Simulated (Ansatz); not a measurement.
An element in the fcc structure gives these cold pressures by all-electron LAPW under PBE (Ansatz 0.2.0, scalar-relativistic, no spin polarisation).

| V (Å³/atom) | P (GPa) |
| --- | --- |
| 91.23 | 0.01 |
| 80.28 | 0.46 |
| 71.16 | 1.11 |
| 62.04 | 2.20 |
| 52.91 | 4.07 |
| 45.61 | 6.35 |
| 39.23 | 9.40 |

Q: Which element is it?

A: Rb. Its zero-pressure volume in this structure is near 91.2 Å³/atom; the volume and the steepness of P(V) together point to it, though neighbours can come close. Other candidates weren't computed, and some may come near.
